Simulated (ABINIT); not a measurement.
Runs of ABINIT 10.8.3 (patched build) on BaZrO3. Symmetry: Pm-3m, No. 221, cubic system. The conventional cell has a = 4.191 Å, b = 4.191 Å, c = 4.191 Å, α = 90.00°, β = 90.00°, γ = 90.00°. Around Ba (site symmetry m-3m) lie 12 O at 2.96 Å. Zr (site symmetry m-3m) has 6 O at 2.10 Å as nearest neighbours. O (site symmetry 4/mmm) has 2 Zr at 2.10 Å as nearest neighbours. 

| level | potentials or basis | k mesh | cutoff (eV) | fine-grid cutoff | gap on the mesh (eV) | pressure (GPa) |
| --- | --- | --- | --- | --- | --- | --- |
| r2SCAN | JTH PAW PBE v2.0 | 6 × 6 × 6 | 762 | 1360.57 eV | 3.71 | (b) |
| TB-mBJ | JTH PAW LDA v2.0 | 5 × 5 × 5 | 762 | 1360.57 eV | 4.24 | - |
| PBEsol | JTH PAW PBE v2.0 | 6 × 6 × 6 | 626 | 1224.51 eV | 3.11 | -0.8 |
| LDA | JTH PAW LDA v2.0 | 6 × 6 × 6 | 626 | 1224.51 eV | 3.08 | (a) |

Alike in all rows: task band structure; no spin polarisation; cell as given; smearing fermi-dirac 0.05 eV.

**Question.** Fill in the values left out.

**Answer.** (a) -4.7; (b) 1.7.

Caveats: this set's barium file shifts pressures by 1.5 GPa and gaps by 0.1 eV against other sets; spin-orbit coupling is left out, which moves the levels of the heavy elements; the PAW data sets were made with another functional, which shifts forces and pressure a little (some runs); the constant c of TB-mBJ comes from the pseudo density here, which moves gaps by up to 0.3 eV between sets of potentials (some runs); the mesh misses the band edges, which the band path finds closer together (some runs).

A k mesh can miss the band edges, and the runs leave out spin-orbit coupling on Ba, Zr.

Runs at the PBE level aren't shown here.
